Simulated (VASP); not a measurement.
Runs of VASP 6.6.1 on CoO. It takes space group Pm-3m (No. 221, cubic). Conventional cell: a = 2.571 Å, b = 2.571 Å, c = 2.571 Å, α = 90.00°, β = 90.00°, γ = 90.00°. Co (site symmetry m-3m) has 8 O at 2.23 Å as nearest neighbours. O (site symmetry m-3m) has 8 Co at 2.23 Å as nearest neighbours. Measurements of this composition are mostly on another form, of space group No. 225.

| level | potentials or basis | spin | U | fixed moment (μB) | gap on the mesh (eV) | pressure (GPa) | moment (μB) |
| --- | --- | --- | --- | --- | --- | --- | --- |
| LDA+U | VASP PAW LDA potentials, release 64 (Co, O) | collinear, ferromagnetic start | Co d U = 4 eV | - | 1.49 | (b) | 3.00 |
| PBE+U | VASP PAW PBE potentials, release 64 (Co, O) | collinear, ferromagnetic start | Co d U = 7 eV | - | 2.00 | 16.3 | 3.00 |
| LDA+U | VASP PAW LDA potentials, release 64 (Co, O) | collinear, zero start | Co d U = 4 eV | - | none | -27.2 | 0.00 |
| PBE+U | VASP PAW PBE potentials, release 64 (Co, O) | collinear, random start | Co d U = 6 eV | - | 1.96 | 16.9 | 3.00 |
| PBE+U | VASP PAW PBE potentials, release 64 (Co, O) | off | Co d U = 7 eV | - | none | (c) | - |
| LDA+U | VASP PAW LDA potentials, release 64 (Co, O) | collinear, random start | Co d U = 4 eV | - | 1.49 | -2.7 | 3.00 |
| PBE+U | VASP PAW PBE potentials, release 64 (Co, O) | collinear, zero start | Co d U = 6 eV | - | none | (a) | 0.00 |
| PBE+U | VASP PAW PBE potentials, release 64 (Co, O) | collinear, ferromagnetic start | Co d U = 7 eV | 4 | - | 65.3 | 4.00 |

Alike in all rows: task single point; cell as given; k mesh 7 × 7 × 7; cutoff (eV) 520; smearing gaussian 0.05 eV.

Estimate the missing entries.

(a) -10.1; (b) -2.6; (c) -11.2.

Caveats: a cell with one magnetic atom can't hold antiferromagnetic order, which such compounds often take (some runs); an odd mesh through Γ misses points on the zone boundary, where band edges often lie (some runs); an odd number of electrons without spin polarisation forces a metal (some runs); a magnetic or distorted state may lie lower (some runs); U without spin polarisation on a metal has little footing (some runs); the moment is held away from its start (some runs); a pressure of tens of GPa on the cell as given is suspect, and the run, the potentials or the cell itself is likely at fault (some runs).

A gap of «none» marks a metal or a gap under the smearing width.
